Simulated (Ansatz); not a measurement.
# Si (P6_3/mmc) in Ansatz: relaxation of cell and atoms with BLYP

Aim: the relaxation of cell and atoms of Si with BLYP.

All numbers are computed with Ansatz 0.2.0; they aren't measurements. Logs are shortened: lines on timing, memory, paths and dates and some standing lists are left out, and cuts for length are marked.

## 1. Starting point

The structure is hexagonal, space group P6_3/mmc (No. 194). Conventional cell: a = 3.831 Å, b = 3.831 Å, c = 6.333 Å, α = 90.00°, β = 90.00°, γ = 120.00°. Around Si (site symmetry 3m) lie 4 Si at 2.35 to 2.37 Å.

This isn't the form of Si at room conditions, which is diamond.

## 2. Relaxation of cell and atoms, BLYP

File input.yaml:

```yaml
crystal:
  lattice:
    - [3.8313174605, 0.0, 0.0]
    - [-1.9156587303, 3.3180182508, 0.0]
    - [0.0, 0.0, 6.3326220002]
  atoms:
    - { symbol: Si, position: [0.6666666667, 0.3333333333, 0.9369905] }
    - { symbol: Si, position: [0.3333333333, 0.6666666667, 0.4369905] }
    - { symbol: Si, position: [0.6666666667, 0.3333333333, 0.5630095] }
    - { symbol: Si, position: [0.3333333333, 0.6666666667, 0.0630095] }
hamiltonian:
  xc: blyp
  pseudopotentials: { kind: paw }
kpoints:
  mp_grid: { grid: [8, 8, 4] }
scf:
  occupations: { method: fermi_dirac, width: 0.05 }
output:
  forces: true
  stress: true
  eigenvalues: true
relax:
  f_tol: 0.01
  max_steps: 40
  cell: { stress_tol: 0.05 }
```

Potentials or basis: Ansatz PAW.

Started as:

```
> ansatz run input.yaml --threads 2 --pin off --max-ram 5632MiB --backend cpu --events-out ev --progress --plain --runs-dir out
```

The program printed:

```text
Warning: RAYON_NUM_THREADS=2 ignored (pool sized by the plan → 2); use --threads N
Engine: ansatz 0.2.0, x86_64-unknown-linux-gnu
Pseudopotentials: kind: paw
Pseudopotential: Si, paw, valence charge 4, recommended cutoff 420 eV (normal), Si.paw.azcp
Functional definition: BLYP
  parameter beta = 0.0042
  parameter a = 0.04918
  parameter b = 0.132
  parameter c = 0.2533
  parameter d = 0.349
  exchange = b88_x(beta = beta)
  correlation = lyp_c(a = a, b = b, c = c, d = d)
Crystal: 4 atoms, lattice volume = 80.503 Å³
Basis set: ecut = 420 eV, 1581 PW (Γ), exchange–correlation on 54×54×90 points (8 copies of the dense FFT grid, shifted against one another)
Bands: 12, of which v1, the nominal top of the filled ones, is band 8 counted from 1 (7 counted from 0)
Symmetry: 24 space group operations
Space group: P63/mmc (ITA 194), of the structure as read, at distance tolerance 4.3e-5 Å
k-points: 30 of 256
Non-local potential: Si, projectors of the file, l = 0: 2, l = 1: 2, l = 2: 2
PAW form: soft (Blöchl's): semilocal exchange-correlation on the pseudo side does not see the compensation charge
PAW frozen core: Si, regenerated for the run's functional, and the local potential with it (the file was generated under x = pbe(κ = 0.804, μ = 0.2195149727645171), c = pbe(β = 0.06672455060314922))
PAW one-centre angular grid: Si, 110 points (default); XC on 64 Gauss nodes
Initial density: superposition of atomic densities (neutral atoms: chi_scale 0, normalization atom), corrected by the library's trained network
Initial wavefunctions: pseudopotential atomic-orbital guess
Functional: x = b88, c = lyp
SCF iter   1: F=—  HF=-2557.779546 eV  |F-HF|=—  |Δ(HF+E_count)|=         —  Δρ=6.72e-3  dr2=5.87e-2  ethr=1.77e-3  ⟨swp⟩=6.3  Hψ=2624  notcnv=0
preconditioner: auto → none  [insulator: Δε(μ)=0.746 eV  Ē_g=7.989 eV  σ=0.050 eV  W_gap=1.00  n_scr=10 (ndim 8)  ℏωp=16.6 eV  f_vac=0.000  D(μ)=0.00/eV (n_scr^D=0)  ε∞_Penn≈5.3]
SCF iter   2: F=—  HF=-2557.756969 eV  |F-HF|=—  |Δ(HF+E_count)|=   2.26e-2  Δρ=2.19e-3  dr2=5.86e-3  ethr=3.67e-4  ⟨swp⟩=3.0  Hψ=925  notcnv=0
SCF iter   3: F=—  HF=-2557.754717 eV  |F-HF|=—  |Δ(HF+E_count)|=   2.25e-3  Δρ=1.53e-4  dr2=9.23e-6  ethr=3.66e-5  ⟨swp⟩=2.7  Hψ=603  notcnv=0
SCF iter   4: F=—  HF=-2557.754736 eV  |F-HF|=—  |Δ(HF+E_count)|=   1.92e-5  Δρ=2.33e-5  dr2=2.31e-7  ethr=5.77e-8  ⟨swp⟩=2.0  Hψ=599  notcnv=0
iter 5 did not close the SCF: its close was put off for the readings that it lacked (scf_convergence_deferred on its scf_iter line)
SCF iter   5: F=-2557.754737 eV  HF=-2557.754737 eV  |F-HF|=3.42e-9  |Δ(HF+E_count)|=   5.94e-7  Δρ=1.77e-6  dr2=1.71e-9  ethr=1.45e-9  ⟨swp⟩=2.0  Hψ=601  notcnv=0
SCF iter   6: F=-2557.754737 eV  HF=-2557.754737 eV  |F-HF|=8.82e-11  |Δ(HF+E_count)|=   4.08e-9  Δρ=3.74e-7  dr2=8.92e-11  ethr=1.07e-11  ⟨swp⟩=2.3  Hψ=1372  notcnv=0
SCF 1 converged in 6 iterations: F = -2557.754737 eV  dr2 = 8.92e-11
relax step   1: F+E_penalty+E_count = -2557.75473698 eV  Δ(F+E_penalty+E_count) = +0.000e0 eV  max|allowed force component| = 4.218e-3 eV/Å  Δτ_max = 0.0000 Å  P = +4.412 GPa  Ω = 80.503 Å³  (6 SCF iters, dr2 threshold 1.00e-7 eV, accepted)
Crystal: 4 atoms, lattice volume = 83.535 Å³
Basis set: ecut = 420 eV, 1677 PW (Γ), exchange–correlation on 54×54×90 points (8 copies of the dense FFT grid, shifted against one another)
Initial density: handed on by an earlier stage of this run
Initial wavefunctions: those handed on with the density
iter 1 solved again at ethr=4.42e-5 eV; its pass at ethr=3.10e-3 eV (dr2=7.08e-3 eV) is discarded
SCF iter   1: F=—  HF=-2557.807277 eV  |F-HF|=—  |Δ(HF+E_count)|=         —  Δρ=2.37e-3  dr2=7.06e-3  ethr=4.42e-5  ⟨swp⟩=1.2  Hψ=2848  notcnv=0
preconditioner: auto → none  [insulator: Δε(μ)=0.691 eV  Ē_g=7.805 eV  σ=0.050 eV  W_gap=1.00  n_scr=10 (ndim 8)  ℏωp=16.3 eV  f_vac=0.000  D(μ)=0.00/eV (n_scr^D=0)  ε∞_Penn≈5.3]
SCF iter   2: F=—  HF=-2557.805204 eV  |F-HF|=—  |Δ(HF+E_count)|=   2.07e-3  Δρ=9.24e-4  dr2=9.12e-4  ethr=4.41e-5  ⟨swp⟩=2.0  Hψ=549  notcnv=0
SCF iter   3: F=—  HF=-2557.805022 eV  |F-HF|=—  |Δ(HF+E_count)|=   1.81e-4  Δρ=1.30e-4  dr2=1.04e-5  ethr=5.70e-6  ⟨swp⟩=2.0  Hψ=601  notcnv=0
SCF iter   4: F=—  HF=-2557.805016 eV  |F-HF|=—  |Δ(HF+E_count)|=   6.51e-6  Δρ=6.53e-6  dr2=2.55e-8  ethr=2.50e-9  ⟨swp⟩=7.2  Hψ=2146  notcnv=0
SCF iter   5: F=-2557.805016 eV  HF=-2557.805016 eV  |F-HF|=6.61e-10  |Δ(HF+E_count)|=   2.79e-8  Δρ=1.22e-6  dr2=7.94e-10  ethr=1.59e-10  ⟨swp⟩=1.9  Hψ=1170  notcnv=0
SCF 2 converged in 5 iterations: F = -2557.805016 eV  dr2 = 7.94e-10
relax step   2: F+E_penalty+E_count = -2557.80501597 eV  Δ(F+E_penalty+E_count) = -5.028e-2 eV  max|allowed force component| = 2.018e-3 eV/Å  Δτ_max = 0.0007 Å  P = +1.072 GPa  Ω = 83.535 Å³  energy of the carried Pulay correction = -5.961e-4 eV  (5 SCF iters, dr2 threshold 4.00e-7 eV, accepted)
Crystal: 4 atoms, lattice volume = 84.557 Å³
iter 1 solved again at ethr=4.48e-6 eV; its pass at ethr=3.10e-3 eV (dr2=7.17e-4 eV) is discarded
SCF iter   1: F=—  HF=-2557.808719 eV  |F-HF|=—  |Δ(HF+E_count)|=         —  Δρ=7.62e-4  dr2=7.37e-4  ethr=4.48e-6  ⟨swp⟩=2.6  Hψ=2722  notcnv=0
preconditioner: auto → none  [insulator: Δε(μ)=0.728 eV  Ē_g=7.767 eV  σ=0.050 eV  W_gap=1.00  n_scr=10 (ndim 8)  ℏωp=16.2 eV  f_vac=0.000  D(μ)=0.00/eV (n_scr^D=0)  ε∞_Penn≈5.3]
SCF iter   2: F=—  HF=-2557.808504 eV  |F-HF|=—  |Δ(HF+E_count)|=   2.14e-4  Δρ=2.97e-4  dr2=9.51e-5  ethr=4.48e-6  ⟨swp⟩=2.0  Hψ=593  notcnv=0
SCF iter   3: F=—  HF=-2557.808476 eV  |F-HF|=—  |Δ(HF+E_count)|=   2.81e-5  Δρ=4.27e-5  dr2=1.12e-6  ethr=5.94e-7  ⟨swp⟩=2.0  Hψ=600  notcnv=0
SCF iter   4: F=-2557.808477 eV  HF=-2557.808477 eV  |F-HF|=1.50e-9  |Δ(HF+E_count)|=   4.54e-7  Δρ=2.38e-6  dr2=4.34e-9  ethr=2.50e-9  ⟨swp⟩=6.1  Hψ=1926  notcnv=0
SCF 3 converged in 4 iterations: F = -2557.808477 eV  dr2 = 4.34e-9
relax step   3: F+E_penalty+E_count = -2557.80847665 eV  Δ(F+E_penalty+E_count) = -3.461e-3 eV  max|allowed force component| = 2.319e-3 eV/Å  Δτ_max = 0.0003 Å  P = +0.086 GPa  Ω = 84.557 Å³  energy of the carried Pulay correction = -7.921e-4 eV  (4 SCF iters, dr2 threshold 4.00e-7 eV, accepted)
Crystal: 4 atoms, lattice volume = 84.647 Å³
iter 1 solved again at ethr=3.66e-8 eV; its pass at ethr=3.10e-3 eV (dr2=5.85e-6 eV) is discarded
SCF iter   1: F=—  HF=-2557.808494 eV  |F-HF|=—  |Δ(HF+E_count)|=         —  Δρ=7.08e-5  dr2=6.20e-6  ethr=3.66e-8  ⟨swp⟩=2.6  Hψ=2724  notcnv=0
preconditioner: auto → none  [insulator: Δε(μ)=0.738 eV  Ē_g=7.766 eV  σ=0.050 eV  W_gap=1.00  n_scr=10 (ndim 8)  ℏωp=16.1 eV  f_vac=0.000  D(μ)=0.00/eV (n_scr^D=0)  ε∞_Penn≈5.3]
SCF iter   2: F=—  HF=-2557.808484 eV  |F-HF|=—  |Δ(HF+E_count)|=   1.03e-5  Δρ=2.79e-5  dr2=7.95e-7  ethr=3.66e-8  ⟨swp⟩=2.0  Hψ=600  notcnv=0
SCF iter   3: F=-2557.808483 eV  HF=-2557.808483 eV  |F-HF|=5.90e-9  |Δ(HF+E_count)|=   1.02e-7  Δρ=4.37e-6  dr2=1.10e-8  ethr=1.49e-10  ⟨swp⟩=3.2  Hψ=1636  notcnv=0
SCF 4 converged in 3 iterations: F = -2557.808483 eV  dr2 = 1.10e-8
relax step   4: F+E_penalty+E_count = -2557.80848343 eV  Δ(F+E_penalty+E_count) = -6.782e-6 eV  max|allowed force component| = 2.123e-3 eV/Å  Δτ_max = 0.0003 Å  P = +0.001 GPa  Ω = 84.647 Å³  energy of the carried Pulay correction = -8.093e-4 eV  (3 SCF iters, dr2 threshold 2.38e-8 eV, accepted)
Initial wavefunctions: pseudopotential atomic-orbital guess (no wavefunctions were taken with the density)
iter 1 solved again at ethr=8.81e-8 eV; its pass at ethr=3.10e-3 eV (dr2=1.41e-5 eV) is discarded
SCF iter   1: F=—  HF=-2557.809506 eV  |F-HF|=—  |Δ(HF+E_count)|=         —  Δρ=4.07e-5  dr2=1.27e-7  ethr=8.81e-8  ⟨swp⟩=3.0  Hψ=3659  notcnv=0
SCF iter   2: F=—  HF=-2557.809501 eV  |F-HF|=—  |Δ(HF+E_count)|=   4.56e-6  Δρ=2.09e-5  dr2=3.32e-8  ethr=7.93e-10  ⟨swp⟩=2.0  Hψ=600  notcnv=0
SCF iter   3: F=—  HF=-2557.809502 eV  |F-HF|=—  |Δ(HF+E_count)|=   1.28e-6  Δρ=4.80e-7  dr2=6.65e-11  ethr=2.08e-10  ⟨swp⟩=2.0  Hψ=601  notcnv=0
SCF iter   4: F=-2557.809502 eV  HF=-2557.809502 eV  |F-HF|=4.55e-13  |Δ(HF+E_count)|=  3.09e-10  Δρ=5.92e-8  dr2=2.86e-12  ethr=1.00e-12  ⟨swp⟩=5.7  Hψ=1632  notcnv=0
SCF 5 converged in 4 iterations: F = -2557.809502 eV  dr2 = 2.86e-12
relax step   5: F+E_penalty+E_count = -2557.80950231 eV  Δ(F+E_penalty+E_count) = -1.019e-3 eV  max|allowed force component| = 2.084e-3 eV/Å  Δτ_max = 0.0000 Å  P = +0.018 GPa  Ω = 84.647 Å³  stress off target by 2.59e-2 GPa  SCF on the basis re-selected at this cell (its energy is not comparable with the rows above)  (4 SCF iters)
basis re-selected at this cell: Δ(F+E_penalty+E_count) = -1.019e-3 eV, ΔP = +0.017 GPa vs the last step (what re-selecting the basis moved, of the pressure what is left beyond the Pulay correction that the steps carried, after the strain that the cell walked since its last selection, with what the two solves' SCF thresholds leave and, on support functions, any second-order correction that the steps lacked; it is no measure of the basis error at this ecutwfc). This SCF's stress stands 2.59e-2 GPa from its target on what of the cell is left free (relax.cell.stress_tol is 5.00e-2 GPa) and its largest allowed force component is 2.08e-3 eV/Å (relax.f_tol is 1.00e-2 eV/Å): within both
SCF converged after 4 iterations
Free energy (F): -2557.809502 eV
Harris-Foulkes:  -2557.809502 eV  (|F-HF|=4.55e-13)
Internal energy: -2557.809490 eV  (E = F + TS)
E sigma→0 (E₀):  -2557.809496 eV
Entropy (-TS):   -0.000013 eV (-0.003 meV/atom)
Fermi energy:    6.608441 eV
--- Per-component energies (eV) ---
  E_band       = 19.188031
  E_kinetic    = 160.409542
  E_local      = -124.491909  (includes V_loc(G=0)·N_el)
  E_nonlocal   = 107.037090
  E_hartree    = 33.573964
  E_xc         = -215.831975
  E_vxc        = -179.662512  (∫ρ·V_xc dr)
  E_paw        = -2070.472642  (= ΣΔE_a)
  E_vpaw       = -11.252116  (= ΣTr[D̂ρ^β])
  E_aug_tail   = 0.000024  (compensation charges beyond the density's cutoff)
  E_ewald      = -448.091375
  E_core_change = 0.057791  (= ΣΔE_core)
  E_smearing   = -0.000013  (= −TS)
  E_closure    = 0.000000  (closes the sum)
  Σ components = -2557.809502   (vs F -2557.809502, Δ=0.00e0)
--- Forces (eV/Å), atoms counted from 1 ---
  atom   1  Si     0.00000000     0.00000000     0.00208437
  atom   2  Si    -0.00000000    -0.00000000     0.00208437
  atom   3  Si     0.00000000     0.00000000    -0.00208437
  atom   4  Si    -0.00000000    -0.00000000    -0.00208437
  max |Σ_I F_I| component: 1.30e-16 eV/Å
--- Stress (GPa, compression-positive) ---
        0.025941      -0.000000       0.000000
       -0.000000       0.025941       0.000000
        0.000000       0.000000       0.001041
  P = ⅓ Tr σ = 0.0176 GPa (0.176 kbar)
--- Band table (eV; the first three rows and the last of 30) ---
  k-point 0: bands = ["-5.4786", "-3.3631", "-0.5773", "4.8664", "4.8664", "5.9629", "6.2575", "6.2575", "7.2702", "8.4417", "8.4417", "8.5166"]
  k-point 1: bands = ["-5.2881", "-3.9195", "0.3396", "4.4011", "5.0118", "5.0118", "5.9550", "5.9550", "7.4675", "8.7423", "8.7423", "8.7924"]
  k-point 2: bands = ["-4.7351", "-4.7351", "2.2116", "2.2116", "5.4175", "5.4175", "5.4175", "5.4175", "8.0286", "8.0286", "9.3903", "9.3903"]
  k-point 29: bands = ["-2.3929", "-2.3929", "-0.8160", "-0.8160", "2.3714", "2.3714", "4.3754", "4.3754", "7.9600", "7.9600", "10.2633", "10.2633"]
--- Relaxed structure (4 steps of the walk, 4 accepted, 1 SCFs on fresh bases) ---
  F+E_penalty+E_count = -2557.80950231 eV   max|allowed force component| = 2.084e-3 eV/Å   (the final SCF, on the basis selected at the relaxed cell)
  cell:  # Å, volume = 84.6470 Å³
    - [3.8957976248013293, 2.935321644598003e-11, 0.0]
    - [-1.9478988124260852, 3.3738597110663515, 0.0]
    - [0.0, 0.0, 6.44003604437358]
  atoms:
    - { symbol: Si, position: [0.6666666666666667, 0.33333333333333337, 0.9371119736474965] }
    - { symbol: Si, position: [0.33333333333333337, 0.6666666666666669, 0.4371119736474964] }
    - { symbol: Si, position: [0.6666666666666667, 0.33333333333333337, 0.5628880263525038] }
    - { symbol: Si, position: [0.33333333333333337, 0.6666666666666669, 0.0628880263525037] }
```

It took 9.6 s on 2 threads of Intel Xeon at 2.50GHz (Skylake/Cascade Lake), shared host; peak memory 0.37 GiB.

What came out:

```
Free energy                            : -2557.8095 eV
Relaxed volume                         : 21.16 Å³/atom
Relaxed cell                           : a = 3.896 Å, b = 3.896 Å, c = 6.440 Å, α = 90.00°, β = 90.00°, γ = 120.00°
Space group after relaxing (to 0.05 Å) : P6_3/mmc (No. 194)
Energy gained by relaxing              : 13.7 meV/atom
Ionic steps                            : 5
Pressure after relaxing                : 0.0 GPa
Band gap on the k mesh                 : 0.74 eV, indirect (least direct gap 1.01 eV)
```

Forces on the atoms (eV/Å):
```
Si   0.000  0.000  0.002
Si   0.000  0.000  0.002
Si   0.000  0.000 -0.002
Si   0.000  0.000 -0.002
```

Step by step:
```tsv
step	energy change (eV)	largest force (eV/Å)	volume (Å³)
1	0.0000	0.0042	80.50
2	-0.0503	0.0020	83.53
3	-0.0537	0.0023	84.56
4	-0.0537	0.0021	84.65
5	-0.0548	0.0021	84.65
```

Final structure:
```
CELL_PARAMETERS angstrom
3.89580 0.00000 0.00000
-1.94790 3.37386 0.00000
0.00000 0.00000 6.44004
ATOMIC_POSITIONS crystal
Si 0.66667 0.33333 0.93711
Si 0.33333 0.66667 0.43711
Si 0.66667 0.33333 0.56289
Si 0.33333 0.66667 0.06289
```

Levels at points of the mesh, in eV from the valence-band top:
```csv
k point,band 6,band 7,band 8,band 9,band 10,band 11
"(0.00, 0.00, 0.00)",-0.29,0.00,0.00,1.01,2.18,2.18
"(0.00, 0.00, -0.50)",-0.84,-0.84,-0.84,1.77,1.77,3.13
"(0.00, -0.50, 0.00)",-2.81,-2.65,-1.33,0.74,2.39,3.23
"(0.00, -0.50, -0.50)",-2.27,-2.22,-2.22,1.07,1.07,1.99
```

Caveat: the plane-wave basis is chosen anew once the cell has moved, so the energies of steps on either side of that aren't comparable; the PAW data sets come from PBE, with cores solved anew for the run's functional, which leaves a small shift of forces and pressure. A k mesh can miss the band edges.
